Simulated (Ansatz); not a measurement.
Gas-phase electronic energies from Ansatz, PBE0-D4/def2-TZVP geometries. CBS: MP2 limit from def2 TZ/QZ plus the TZ coupled-cluster correction, frozen cores. This one scheme is used for every species. Functionals use def2-TZVPP. HSE06 is defined as in plane-wave codes. Open shells (•) are unrestricted, without spin–orbit coupling. For Se outer-core shells are correlated without core-valence functions, which leaves a few kJ/mol of doubt a bond. Scalar relativity is left out up to krypton. One conformer a species, not always the lowest.

Reaction (hydrogen abstraction from the Si–H bond): `C[SiH](F)[SeH]` + `F[C](F)F`• → `C[Si](F)[SeH]`• + `FC(F)F`

```tsv
level	ΔE (eV)
PBE-D4	-0.74
HSE06-D4	-0.70
```

Task: What does CCSD(T)/CBS give? (An estimate is asked.)

Result: The calculation gave: -0.69 eV. The listed levels differ from it by -0.05, -0.01 eV.

Task: What do rigid-rotor, harmonic-oscillator terms from PBE0-D4/def2-TZVP frequencies (298.15 K, 1 bar) make of the CCSD(T)/CBS value? (An estimate is asked.)

Result: Computed: ΔZPE = +0.11 eV, ΔH = -0.59 eV, ΔS = 2 J/(mol·K), ΔG = -0.59 eV. Open shells count their whole term as degenerate.

Largest T1 diagnostic among the species: 0.014.

In def2-TZVPP, CCSD(T) changes the Hartree–Fock value by −0.21 eV (the triples alone add −0.02 eV) and MP2 by −0.26 eV. From BLYP to BHLYP (50 % exact exchange), in def2-TZVPP and without D4, ΔE moves by +0.07 eV. At CCSD(T), def2-SVP lies +0.04 eV from the extrapolated value and def2-TZVPP +0.01 eV.

CCSD(T)/CBS has its own doubt, a few kJ/mol and more with outer-core shells, so smaller differences from it don't rank the levels.
